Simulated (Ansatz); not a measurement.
A 2-atom cell of KCl started from a crystallographic database (r2SCAN geometry), in Ansatz:

```
CELL_PARAMETERS angstrom
0.00000 3.14485 3.14485
3.14485 0.00000 3.14485
3.14485 3.14485 0.00000
ATOMIC_POSITIONS crystal
K 0.00000 0.00000 0.00000
Cl 0.50000 0.50000 0.50000
```

G0W0@PBE with 233 empty bands, a screening cutoff of 140 eV and a 4×4×4 mesh (PAW, contour deformation) gives 7.931 eV over the mesh points, from a PBE gap of 5.194 eV; it sums over 241 bands with 259 plane waves in the screening and a wave cutoff of 420 eV. G0W0 here is at a finite number of bands, screening cutoff and k mesh, not at the basis limit. No spin polarisation and no zero-point or thermal motion.

Question: Estimate the gap with frequency model Godby-Needs pole.

Answer: 7.922 eV (-0.009 eV), from a Kohn-Sham gap of 5.194 eV.

Question: Estimate the gap with mesh 6×6×6, empty bands 101, screening cutoff 80 eV.

Answer: 7.738 eV (-0.193 eV), from a Kohn-Sham gap of 5.194 eV.
